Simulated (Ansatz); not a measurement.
Input and command of a plane-wave DFT calculation in Ansatz:

```yaml
crystal:
  lattice:
    - [2.7251696198, 0.0, 0.0]
    - [-1.3625848099, 2.3600661203, 0.0]
    - [0.0, 0.0, 4.7068056324]
  atoms:
    - { symbol: Pt, position: [0.6666666667, 0.3333333333, 0.75] }
    - { symbol: Pt, position: [0.3333333333, 0.6666666667, 0.25] }
basis:
  ecutwfc: 420
kpoints:
  mp_grid: { grid: [12, 12, 8] }
hamiltonian:
  xc: pbesol
scf:
  occupations: { method: gaussian, width: 0.15 }
output:
  forces: true
  stress: true
  eigenvalues: true
  write_density: true
  write_potential: true
  elf: true
  volumetric_format: npy
```

```bash
ansatz run input.yaml --threads 1 --pin off --max-ram 2560MiB --backend cpu --events-out ev --progress --plain --runs-dir out
```

Processor: Oxide Virtual Turin-like Processor (Zen 5), 1 thread, on a host shared with other jobs.

Q: Estimate time, memory and problem size.

A: About 4.6 s on 1 thread of Oxide Virtual Turin-like Processor (Zen 5), on a shared host, peak memory 0.37 GiB. It solves 22 bands at 95 k points (the mesh reduced by symmetry) with about 597 plane waves, in 6 SCF iterations.
